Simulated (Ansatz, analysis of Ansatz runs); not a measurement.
**Migration in BaZrO3 (Pm-3m): V_O hop (3.0 Å), charge +2**

Aim: the barrier of one jump in BaZrO3 (Pm-3m) at charge +2: V_O hop (3.0 Å). The model is a cell of 80 host atoms with 1 O taken out; O is the atom that moves.

Program: Ansatz 0.2.0. Level of theory: plane-wave PAW DFT, PBEsol; nudged elastic band between two relaxed defect structures at fixed charge in a uniform background. Results are calculated unless marked as measured.

### Step 1. Set-up

The cell holds 79 atoms: 16 Ba, 16 Zr and 47 O. Its edges and angles: a = 11.825 Å, b = 11.825 Å, c = 11.825 Å, α = 60.0°, β = 60.0°, γ = 60.0°. It derives from BaZrO3 (space group Pm-3m). Nearest the centre at fractional (0.375, 0.375, 0.500): O40 at 1.48 Å, Zr4 at 1.48 Å, Ba12 at 2.56 Å, O18 at 2.56 Å, Ba70 at 2.56 Å, O66 at 2.56 Å, Zr33 at 3.31 Å, O36 at 3.31 Å. The cell carries charge +2.

The cell's shortest repeat is 11.8 Å.

### Step 2. Relaxation of the start point, charge +2

The ends come first: from an unrelaxed start the top is counted from too high an energy, and the barrier comes out too low. Small random displacements break the symmetry of the ideal sites, so that the defect can distort if it gains by it. The charge of +2 is set by the electron count, and a uniform background keeps the cell neutral.

The input, qp2_c80k1s.start/input.yaml:

```yaml
crystal:
  lattice:
    - [0.0, 8.36127347, 8.36127347]
    - [8.36127347, 0.0, 8.36127347]
    - [8.36127347, 8.36127347, 0.0]
  atoms:
    - { symbol: Ba, position: [0.0, 0.0, 0.0] }
    - { symbol: Ba, position: [0.25, 0.25, 0.25] }
    - { symbol: Zr, position: [0.125, 0.125, 0.125] }
    - { symbol: Zr, position: [0.375, 0.375, 0.375] }
    - { symbol: O, position: [0.0, 0.25, 0.0] }
    - { symbol: O, position: [0.25, 0.0, 0.25] }
    - { symbol: O, position: [0.0, 0.0, 0.25] }
    - { symbol: O, position: [0.25, 0.25, 0.0] }
    - { symbol: O, position: [0.0, 0.25, 0.25] }
    - { symbol: O, position: [0.25, 0.0, 0.0] }
    - { symbol: Ba, position: [0.0, 0.0, 0.5] }
    - { symbol: Ba, position: [0.25, 0.25, 0.75] }
    - { symbol: Zr, position: [0.125, 0.125, 0.625] }
    - { symbol: Zr, position: [0.375, 0.375, 0.875] }
    - { symbol: O, position: [0.0, 0.25, 0.5] }
    - { symbol: O, position: [0.25, 0.0, 0.75] }
    - { symbol: O, position: [0.0, 0.0, 0.75] }
    - { symbol: O, position: [0.25, 0.25, 0.5] }
    - { symbol: O, position: [0.0, 0.25, 0.75] }
    - { symbol: O, position: [0.25, 0.0, 0.5] }
    - { symbol: Ba, position: [0.0, 0.5, 0.0] }
    - { symbol: Ba, position: [0.25, 0.75, 0.25] }
    - { symbol: Zr, position: [0.125, 0.625, 0.125] }
    - { symbol: Zr, position: [0.375, 0.875, 0.375] }
    - { symbol: O, position: [0.0, 0.75, 0.0] }
    - { symbol: O, position: [0.25, 0.5, 0.25] }
    - { symbol: O, position: [0.0, 0.5, 0.25] }
    - { symbol: O, position: [0.25, 0.75, 0.0] }
    - { symbol: O, position: [0.0, 0.75, 0.25] }
    - { symbol: O, position: [0.25, 0.5, 0.0] }
    - { symbol: Ba, position: [0.0, 0.5, 0.5] }
    - { symbol: Ba, position: [0.25, 0.75, 0.75] }
    - { symbol: Zr, position: [0.125, 0.625, 0.625] }
    - { symbol: Zr, position: [0.375, 0.875, 0.875] }
    - { symbol: O, position: [0.0, 0.75, 0.5] }
    - { symbol: O, position: [0.25, 0.5, 0.75] }
    - { symbol: O, position: [0.0, 0.5, 0.75] }
    - { symbol: O, position: [0.25, 0.75, 0.5] }
    - { symbol: O, position: [0.0, 0.75, 0.75] }
    - { symbol: O, position: [0.25, 0.5, 0.5] }
    - { symbol: Ba, position: [0.5, 0.0, 0.0] }
    - { symbol: Ba, position: [0.75, 0.25, 0.25] }
    - { symbol: Zr, position: [0.625, 0.125, 0.125] }
    - { symbol: Zr, position: [0.875, 0.375, 0.375] }
    - { symbol: O, position: [0.5, 0.25, 0.0] }
    - { symbol: O, position: [0.75, 0.0, 0.25] }
    - { symbol: O, position: [0.5, 0.0, 0.25] }
    - { symbol: O, position: [0.75, 0.25, 0.0] }
    - { symbol: O, position: [0.5, 0.25, 0.25] }
    - { symbol: O, position: [0.75, 0.0, 0.0] }
    - { symbol: Ba, position: [0.5, 0.0, 0.5] }
    - { symbol: Ba, position: [0.75, 0.25, 0.75] }
    - { symbol: Zr, position: [0.625, 0.125, 0.625] }
    - { symbol: Zr, position: [0.875, 0.375, 0.875] }
    - { symbol: O, position: [0.75, 0.0, 0.75] }
    - { symbol: O, position: [0.5, 0.0, 0.75] }
    - { symbol: O, position: [0.75, 0.25, 0.5] }
    - { symbol: O, position: [0.5, 0.25, 0.75] }
    - { symbol: O, position: [0.75, 0.0, 0.5] }
    - { symbol: Ba, position: [0.5, 0.5, 0.0] }
    - { symbol: Ba, position: [0.75, 0.75, 0.25] }
    - { symbol: Zr, position: [0.625, 0.625, 0.125] }
    - { symbol: Zr, position: [0.875, 0.875, 0.375] }
    - { symbol: O, position: [0.5, 0.75, 0.0] }
    - { symbol: O, position: [0.75, 0.5, 0.25] }
    - { symbol: O, position: [0.5, 0.5, 0.25] }
    - { symbol: O, position: [0.75, 0.75, 0.0] }
    - { symbol: O, position: [0.5, 0.75, 0.25] }
    - { symbol: O, position: [0.75, 0.5, 0.0] }
    - { symbol: Ba, position: [0.5, 0.5, 0.5] }
    - { symbol: Ba, position: [0.75, 0.75, 0.75] }
    - { symbol: Zr, position: [0.625, 0.625, 0.625] }
    - { symbol: Zr, position: [0.875, 0.875, 0.875] }
    - { symbol: O, position: [0.5, 0.75, 0.5] }
    - { symbol: O, position: [0.75, 0.5, 0.75] }
    - { symbol: O, position: [0.5, 0.5, 0.75] }
    - { symbol: O, position: [0.75, 0.75, 0.5] }
    - { symbol: O, position: [0.5, 0.75, 0.75] }
    - { symbol: O, position: [0.75, 0.5, 0.5] }
total_charge: 2
basis:
  ecutwfc: 420
  xc_grid: 2
hamiltonian:
  xc: pbesol
kpoints:
  mp_grid: { grid: [1, 1, 1], shift: [0.25, 0.25, 0.25] }
scf:
  occupations: { method: fixed }
  max_iter: 120
output:
  forces: true
relax:
  f_tol: 0.02
  max_steps: 70
  random_displacement: { amplitude: 0.03, seed: 3667 }
```

Run with:

```
> ansatz run input.yaml --threads 4 --pin off --max-ram 14131MiB --backend cpu --events-out ev --progress --plain --runs-dir out
```

Numbers of over 12 decimals in the logs are rounded to 6 here.

The log of the run:

```text
[... repeated set-up lines and file paths are left out, and long positions are rounded to six places ...]
The last accepted step is kept in <dir> (removed where the run ends without a failure and the disk answers)
Engine: ansatz 0.2.0, aarch64-unknown-linux-gnu
Pseudopotentials: kind: paw
Pseudopotential: Ba, paw, valence charge 10, recommended cutoff 420 eV (normal), Ba.paw.azcp
Pseudopotential: Zr, paw, valence charge 12, recommended cutoff 420 eV (normal), Zr.paw.azcp
Pseudopotential: O, paw, valence charge 6, recommended cutoff 420 eV (normal), O.paw.azcp
Functional definition: PBEsol
  exchange = pbesol_x
  correlation = pbesol_c
Crystal: 79 atoms, lattice volume = 1169.088 Å³
Basis set: ecut = 420 eV, 22995 PW (Γ), exchange–correlation on 160×160×160 points (8 copies of the dense FFT grid, shifted against one another)
Bands: 395, of which v1, the nominal top of the filled ones, is band 316 counted from 1 (315 counted from 0)
Symmetry: 1 space group operations
k-points: 1
Non-local potential: Ba, projectors of the file, l = 0: 3, l = 1: 2, l = 2: 2, l = 3: 2
Non-local potential: Zr, projectors of the file, l = 0: 3, l = 1: 2, l = 2: 2, l = 3: 2
Non-local potential: O, projectors of the file, l = 0: 2, l = 1: 2, l = 2: 1
PAW form: soft (Blöchl's): semilocal exchange-correlation on the pseudo side does not see the compensation charge
PAW frozen core: Ba, regenerated for the run's functional, and the local potential with it (the file was generated under x = pbe(κ = 0.804, μ = 0.219515), c = pbe(β = 0.066725))
PAW frozen core: Zr, regenerated for the run's functional, and the local potential with it (the file was generated under x = pbe(κ = 0.804, μ = 0.219515), c = pbe(β = 0.066725))
PAW frozen core: O, regenerated for the run's functional, and the local potential with it (the file was generated under x = pbe(κ = 0.804, μ = 0.219515), c = pbe(β = 0.066725))
PAW one-centre angular grid: Ba, 194 points (default); XC on 64 Gauss nodes
PAW one-centre angular grid: Zr, 590 points (default); XC on 64 Gauss nodes
PAW one-centre angular grid: O, 110 points (default); XC on 64 Gauss nodes
Initial density: superposition of atomic densities (neutral atoms scaled as one to the charged cell's electrons: chi_scale 0, normalization atom), corrected by the library's trained network
Initial wavefunctions: pseudopotential atomic-orbital guess
Functional: x = pbesol(κ = 0.804, μ = 0.123457), c = pbesol(β = 0.046)
SCF iter   1: F=—  HF=-186386.447772 eV  |F-HF|=—  |Δ(HF+E_count)|=         —  Δρ=1.15e-2  dr2=5.51e0  ethr=1.77e-3  ⟨swp⟩=5.0  Hψ=1322  notcnv=0  defer=75
preconditioner: auto → Resta (q_TF=auto, 2.462 Å⁻¹)  ε∞=3.7  [insulator: Δε(μ)=2.394 eV  Ē_g=16.058 eV  n_scr=282 (ndim 8)  ℏωp=26.6 eV  f_vac=0.000  ε∞_Penn≈3.7]
SCF iter   2: F=—  HF=-186385.192956 eV  |F-HF|=—  |Δ(HF+E_count)|=    1.25e0  Δρ=5.60e-3  dr2=1.30e0  ethr=8.72e-4  ⟨swp⟩=3.0  Hψ=572  notcnv=0  defer=76
SCF iter   3: F=—  HF=-186384.884715 eV  |F-HF|=—  |Δ(HF+E_count)|=   3.08e-1  Δρ=5.03e-3  dr2=3.10e-1  ethr=2.06e-4  ⟨swp⟩=4.0  Hψ=632  notcnv=0  defer=77
SCF iter   4: F=—  HF=-186384.813173 eV  |F-HF|=—  |Δ(HF+E_count)|=   7.15e-2  Δρ=1.50e-3  dr2=3.46e-2  ethr=4.90e-5  ⟨swp⟩=3.0  Hψ=726  notcnv=0  defer=77
SCF iter   5: F=—  HF=-186384.809580 eV  |F-HF|=—  |Δ(HF+E_count)|=   3.59e-3  Δρ=5.61e-4  dr2=3.96e-3  ethr=5.48e-6  ⟨swp⟩=3.0  Hψ=645  notcnv=0  defer=77
SCF iter   6: F=—  HF=-186384.811163 eV  |F-HF|=—  |Δ(HF+E_count)|=   1.58e-3  Δρ=3.28e-4  dr2=1.31e-3  ethr=6.27e-7  ⟨swp⟩=2.0  Hψ=697  notcnv=0  defer=77
SCF iter   7: F=—  HF=-186384.811117 eV  |F-HF|=—  |Δ(HF+E_count)|=   4.64e-5  Δρ=7.57e-5  dr2=6.46e-5  ethr=2.08e-7  ⟨swp⟩=2.0  Hψ=626  notcnv=0  defer=77
SCF iter   8: F=—  HF=-186384.811147 eV  |F-HF|=—  |Δ(HF+E_count)|=   3.00e-5  Δρ=5.17e-5  dr2=2.74e-5  ethr=1.58e-9  ⟨swp⟩=6.0  Hψ=1362  notcnv=0
SCF iter   9: F=-186384.811143 eV  HF=-186384.811143 eV  |F-HF|=2.56e-7  |Δ(HF+E_count)|=   3.81e-6  Δρ=8.32e-6  dr2=6.18e-7  ethr=1.58e-9  ⟨swp⟩=2.0  Hψ=1272  notcnv=0
SCF 1 converged in 9 iterations: F = -186384.811143 eV  dr2 = 6.18e-7
  greatest PAW one-centre occupation: 0.996 electrons in one spin orbital (limit 2), on the Zr atom at site 3 (counted from 0), in its partial waves of l = 0
relax step   1: F+E_penalty+E_count = -186384.81114341 eV  Δ(F+E_penalty+E_count) = +0.000e0 eV  max|allowed force component| = 4.686e0 eV/Å  Δτ_max = 0.0000 Å  (9 SCF iters, dr2 threshold 1.00e-5 eV, accepted)
[... the SCF cycles and remarks between the steps are left out from here to the last step ...]
relax step   2: F+E_penalty+E_count = -186387.05415557 eV  Δ(F+E_penalty+E_count) = -2.243e0 eV  max|allowed force component| = 8.131e-1 eV/Å  Δτ_max = 0.1950 Å  (7 SCF iters, dr2 threshold 1.00e-4 eV, accepted)
relax step   3: F+E_penalty+E_count = -186387.48405083 eV  Δ(F+E_penalty+E_count) = -4.299e-1 eV  max|allowed force component| = 2.387e-1 eV/Å  Δτ_max = 0.1839 Å  (7 SCF iters, dr2 threshold 4.13e-5 eV, accepted)
relax step   4: F+E_penalty+E_count = -186387.50888135 eV  Δ(F+E_penalty+E_count) = -2.483e-2 eV  max|allowed force component| = 2.369e-1 eV/Å  Δτ_max = 0.0246 Å  (6 SCF iters, dr2 threshold 3.56e-6 eV, accepted)
relax step   5: F+E_penalty+E_count = -186387.51631603 eV  Δ(F+E_penalty+E_count) = -7.435e-3 eV  max|allowed force component| = 5.699e-2 eV/Å  Δτ_max = 0.0128 Å  (5 SCF iters, dr2 threshold 4.84e-6 eV, accepted)
relax step   6: F+E_penalty+E_count = -186387.51870793 eV  Δ(F+E_penalty+E_count) = -2.392e-3 eV  max|allowed force component| = 4.238e-2 eV/Å  Δτ_max = 0.0079 Å  (7 SCF iters, accepted)
relax step   7: F+E_penalty+E_count = -186387.51593292 eV  Δ(F+E_penalty+E_count) = +2.775e-3 eV  max|allowed force component| = 1.013e-1 eV/Å  Δτ_max = 0.0388 Å  (7 SCF iters, rejected (line search))
relax step   8: F+E_penalty+E_count = -186387.51997694 eV  Δ(F+E_penalty+E_count) = -1.269e-3 eV  max|allowed force component| = 4.161e-2 eV/Å  Δτ_max = 0.0194 Å  (7 SCF iters, accepted)
relax step   9: F+E_penalty+E_count = -186387.52143885 eV  Δ(F+E_penalty+E_count) = -1.462e-3 eV  max|allowed force component| = 3.946e-2 eV/Å  Δτ_max = 0.0296 Å  (7 SCF iters, dr2 threshold 9.57e-7 eV, accepted)
relax step  10: F+E_penalty+E_count = -186387.51109519 eV  Δ(F+E_penalty+E_count) = +1.034e-2 eV  max|allowed force component| = 1.164e-1 eV/Å  Δτ_max = 0.1487 Å  (8 SCF iters, dr2 threshold 1.40e-6 eV, rejected (line search))
relax step  11: F+E_penalty+E_count = -186387.52921896 eV  Δ(F+E_penalty+E_count) = -7.780e-3 eV  max|allowed force component| = 1.174e-1 eV/Å  Δτ_max = 0.0560 Å  (8 SCF iters, accepted)
relax step  12: F+E_penalty+E_count = -186387.53753408 eV  Δ(F+E_penalty+E_count) = -8.315e-3 eV  max|allowed force component| = 1.274e-1 eV/Å  Δτ_max = 0.0739 Å  (6 SCF iters, dr2 threshold 1.24e-5 eV, accepted)
relax step  13: F+E_penalty+E_count = -186387.33073318 eV  Δ(F+E_penalty+E_count) = +2.068e-1 eV  max|allowed force component| = 8.221e-1 eV/Å  Δτ_max = 0.1097 Å  (7 SCF iters, dr2 threshold 1.62e-5 eV, rejected (line search))
relax step  14: F+E_penalty+E_count = -186387.54586826 eV  Δ(F+E_penalty+E_count) = -8.334e-3 eV  max|allowed force component| = 2.547e-2 eV/Å  Δτ_max = 0.0525 Å  (9 SCF iters, accepted)
SCF iter   1: F=—  HF=-186387.545430 eV  |F-HF|=—  |Δ(HF+E_count)|=         —  Δρ=8.42e-4  dr2=4.18e-3  ethr=1.24e-5  ⟨swp⟩=3.0  Hψ=664  notcnv=0  defer=77
SCF iter   2: F=—  HF=-186387.545163 eV  |F-HF|=—  |Δ(HF+E_count)|=   2.66e-4  Δρ=4.43e-4  dr2=1.26e-3  ethr=6.61e-7  ⟨swp⟩=2.0  Hψ=466  notcnv=0  defer=77
SCF iter   3: F=—  HF=-186387.545189 eV  |F-HF|=—  |Δ(HF+E_count)|=   2.53e-5  Δρ=1.30e-4  dr2=1.71e-4  ethr=2.00e-7  ⟨swp⟩=2.0  Hψ=509  notcnv=0  defer=72
SCF iter   4: F=—  HF=-186387.545180 eV  |F-HF|=—  |Δ(HF+E_count)|=   8.71e-6  Δρ=5.01e-5  dr2=2.58e-5  ethr=2.70e-8  ⟨swp⟩=2.0  Hψ=559  notcnv=0  defer=72
SCF iter   5: F=—  HF=-186387.546655 eV  |F-HF|=—  |Δ(HF+E_count)|=   1.48e-3  Δρ=1.18e-5  dr2=1.28e-6  ethr=4.08e-9  ⟨swp⟩=2.0  Hψ=464  notcnv=0  defer=72
SCF iter   6: F=—  HF=-186387.546656 eV  |F-HF|=—  |Δ(HF+E_count)|=   4.59e-7  Δρ=6.04e-6  dr2=3.63e-7  ethr=2.03e-10  ⟨swp⟩=2.0  Hψ=637  notcnv=0  defer=72
SCF iter   7: F=-186387.546656 eV  HF=-186387.546656 eV  |F-HF|=5.06e-9  |Δ(HF+E_count)|=   4.41e-8  Δρ=1.15e-6  dr2=1.35e-8  ethr=1.58e-11  ⟨swp⟩=2.0  Hψ=1354  notcnv=0
SCF 15 converged in 7 iterations: F = -186387.546656 eV  dr2 = 1.35e-8
relax step  15: F+E_penalty+E_count = -186387.54665572 eV  Δ(F+E_penalty+E_count) = -7.875e-4 eV  max|allowed force component| = 1.096e-2 eV/Å  Δτ_max = 0.0150 Å  (7 SCF iters, accepted)
SCF converged after 7 iterations
Free energy (F): -186387.546656 eV
Harris-Foulkes:  -186387.546656 eV  (|F-HF|=5.06e-9)
Internal energy: -186387.546656 eV  (E = F + TS)
E sigma→0 (E₀):  -186387.546656 eV
Fermi energy:    9.647746 eV
--- Per-component energies (eV) ---
  E_band       = -1533.560173
  E_kinetic    = 16293.551212
  E_local      = -30950.689917  (includes V_loc(G=0)·N_el)
  E_nonlocal   = 4427.820090
  E_hartree    = 10951.874795
  E_xc         = -8710.696868
  E_vxc        = -9673.864265  (∫ρ·V_xc dr)
  E_paw        = -135778.630490  (= ΣΔE_a)
  E_vpaw       = -3534.241434  (= ΣTr[D̂ρ^β])
  E_aug_tail   = 0.115437  (compensation charges beyond the density's cutoff)
  E_ewald      = -42627.623905
  E_core_change = 6.732989  (= ΣΔE_core)
  E_smearing   = -0.000000  (= −TS)
  E_closure    = 0.000000  (closes the sum)
  E_deformation_potential = 41.275890  (in the stress; not in F)
  Σ components = -186387.546656   (vs F -186387.546656, Δ=0.00e0)
--- Forces (eV/Å), atoms counted from 1 ---
  atom   1  Ba    -0.00094212     0.00021195     0.00100872
  atom   2  Ba     0.00021974    -0.00047346     0.00014185
  [... 1 atom left out ...]
  atom   4  Zr     0.00324739     0.00599589    -0.00659569
  [... 7 atoms left out ...]
  atom  12  Ba     0.00400412    -0.00006372    -0.00230599
  [... 5 atoms left out ...]
  atom  18  O      0.00242541     0.00258201    -0.00142273
  [... 7 atoms left out ...]
  atom  26  O      0.00269643    -0.00121684     0.00533372
  [... 6 atoms left out ...]
  atom  33  Zr    -0.00060055     0.00451550     0.00173960
  [... 2 atoms left out ...]
  atom  36  O      0.00005361    -0.00095096     0.00052679
  [... 3 atoms left out ...]
  atom  40  O      0.00001060    -0.00288739     0.00352156
  [... 17 atoms left out ...]
  atom  58  O      0.00106628    -0.00358728    -0.00244357
  [... 7 atoms left out ...]
  atom  66  O      0.00052392    -0.00439521     0.00197424
  [... 3 atoms left out ...]
  atom  70  Ba    -0.00000804     0.00574803    -0.00054366
  [... 9 atoms left out ...]
  max |Σ_I F_I| component: 1.75e-5 eV/Å
--- Relaxed structure (15 steps of the walk, 12 accepted, 0 SCFs on fresh bases) ---
  F+E_penalty+E_count = -186387.54665572 eV   max|allowed force component| = 1.096e-2 eV/Å
  atoms:
    - { symbol: Ba, position: [-0.001097, -0.000675, 0.001385] }
    - { symbol: Ba, position: [0.246650, 0.247281, 0.246496] }
    [... 1 atom left out ...]
    - { symbol: Zr, position: [0.363071, 0.384936, 0.367278] }
    [... 7 atoms left out ...]
    - { symbol: Ba, position: [0.243532, 0.248855, 0.756795] }
    [... 5 atoms left out ...]
    - { symbol: O, position: [0.271479, 0.234370, 0.512986] }
    [... 7 atoms left out ...]
    - { symbol: O, position: [0.236523, 0.502785, 0.264112] }
    [... 6 atoms left out ...]
    - { symbol: Zr, position: [0.127029, 0.622836, 0.625437] }
    [... 2 atoms left out ...]
    - { symbol: O, position: [0.232963, 0.507518, 0.767349] }
    [... 3 atoms left out ...]
    - { symbol: O, position: [0.271225, 0.477912, 0.516021] }
    [... 17 atoms left out ...]
    - { symbol: O, position: [0.485247, 0.266135, 0.727703] }
    [... 7 atoms left out ...]
    - { symbol: O, position: [0.505551, 0.487895, 0.262627] }
    [... 3 atoms left out ...]
    - { symbol: Ba, position: [0.502571, 0.506750, 0.498033] }
    [... 9 atoms left out ...]
```

Elapsed: 9.9 min, on 4 threads of Arm Neoverse N1, shared host; peak memory 2.4 GiB.

Relaxation path:

```
step  energy less that of the first step (eV)  largest force component (eV/Å)
   1                                   0.0000                          4.6862
   2                                  -2.2430                          0.8131
   3                                  -2.6729                          0.2387
   4                                  -2.6977                          0.2369
   5                                  -2.7052                          0.0570
   6                                  -2.7076                          0.0424
   7                                  -2.7048                          0.1013
   8                                  -2.7088                          0.0416
   9                                  -2.7103                          0.0395
  10                                  -2.7000                          0.1164
  11                                  -2.7181                          0.1174
  12                                  -2.7264                          0.1274
  13                                  -2.5196                          0.8221
  14                                  -2.7347                          0.0255
  15                                  -2.7355                          0.0110
```

Relaxation steps 7, 10, 13 were tried and not accepted.

The atoms that moved most (Å, from the sites as typed, ahead of the random displacement, the mean shift of all atoms taken out):

| atom | dx | dy | dz | length |
| --- | --- | --- | --- | --- |
| O58 | -0.048 | -0.313 | 0.015 | 0.317 |
| O40 | -0.047 | 0.309 | -0.004 | 0.312 |
| O18 | -0.019 | 0.285 | 0.052 | 0.291 |
| O56 | 0.001 | -0.280 | 0.051 | 0.284 |
| O36 | 0.211 | 0.000 | -0.077 | 0.225 |
| O16 | 0.122 | 0.000 | -0.171 | 0.210 |
| O57 | -0.024 | -0.163 | -0.055 | 0.174 |
| O25 | -0.144 | 0.000 | 0.088 | 0.169 |

Neighbours of O40 at the end:

| atom | distance (Å) |
| --- | --- |
| Zr4 | 2.076 |
| Zr33 | 2.146 |
| Ba12 | 2.791 |
| Ba70 | 2.815 |
| O66 | 2.888 |
| O18 | 2.896 |
| O36 | 2.949 |
| O38 | 2.996 |
| O37 | 3.016 |

Read from the output:

| Property | Result |
| --- | --- |
| free energy | -186387.5467 eV |
| r.m.s. move of the farther half of the atoms | 0.09255 Å |
| largest move from the ideal geometry of this structure, a common shift of the far atoms taken out | 0.3348 Å |

The relaxation gained 2.736 eV and ended with a largest force component of 0.011 eV/Å.

(Continued in part 2 of 3.)

[Logs are printed without paths, hosts, clocks, repeated set-up lines and the standing remarks that a program may print on its own settings, such as how far it seeks lower states.]

[Hosts, paths, dates, database ids (printed as entryN), source tags and the programs' standing remarks are cut or masked in the printed files.]
